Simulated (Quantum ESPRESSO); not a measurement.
# AgBr: dielectric tensor and Born charges under several settings

```
CELL_PARAMETERS angstrom
0.00000 2.87015 2.87015
2.87015 0.00000 2.87015
2.87015 2.87015 0.00000
ATOMIC_POSITIONS crystal
Ag 0.00000 0.00000 0.00000
Br 0.50000 0.50000 0.50000
```

All runs used Quantum ESPRESSO 7.5; k mesh 6 × 6 × 6, shifted; given cell; no spin polarisation; cutoff 762 eV; occupations smeared at first, fixed for the response.

| level | potentials | pressure (GPa) | ε∞ (diagonal) | Born charge of atom 1 (e) |
| --- | --- | --- | --- | --- |
| LDA | GBRV 1.5 LDA | -4.4 | 6.57 | 1.53 |
| PBE | GBRV 1.5 PBE | 2.2 | 6.10 | 1.51 |
| PBEsol | GBRV 1.5 PBEsol | -1.8 | 6.37 | 1.51 |
| WC | GBRV 1.5 PBE | ? | ? | ? |
| BLYP | GBRV 1.5 PBE | 6.1 | 5.94 | 1.51 |
| AM05 | GBRV 1.5 PBE | -0.9 | 6.30 | 1.53 |

Problem. What stands in the row left open?

Solution. Pressure -1.8 GPa; ε∞ 6.41; Born charge of atom 1 1.51 e.

Caveats: the potentials were made for another functional, which shifts forces and pressure (some runs); the cell is more than 3 GPa from zero pressure, which shifts response properties (some runs).

For the row left open. Caveat: the potentials were made for another functional, which shifts forces and pressure.
